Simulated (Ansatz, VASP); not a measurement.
## Ti: VASP beside Ansatz

```
Ti
1.0
     4.53672    0.00000    0.00000
    -2.26836    3.92892    0.00000
     0.00000    0.00000    2.80728
Ti
3
Direct
  0.66667 0.33333 0.50000
  0.33333 0.66667 0.50000
  0.00000 0.00000 0.00000
```

Change from the starting cell: volume scaled by 0.98.

Alike in both runs: task single point; functional LDA; k mesh 7 × 7 × 9; occupations fermi-dirac, width 0.05 eV; no spin polarisation.

|  | VASP | Ansatz |
| --- | --- | --- |
| version | VASP 6.6.1 | Ansatz 0.2.0 |
| potentials or method | VASP PAW LDA potentials, release 64 (Ti_sv), cutoff 520 eV | all-electron LAPW, scalar-relativistic |

Ansatz gave:

| Item | Value |
| --- | --- |
| gap on the k mesh at the Fermi level (eV) | none |
| pressure (GPa) | -6.0 |
| largest component of the traceless stress (GPa) | 0.40 |

Task: Which values does VASP return?

Result: gap on the k mesh at the Fermi level (eV): none; pressure (GPa): -6.0; largest component of the traceless stress (GPa): 0.39.

A gap of «none» marks a metal or a gap that the smearing closes. Ansatz ran all-electron here, so the differences hold the error of VASP's frozen core and of both bases.
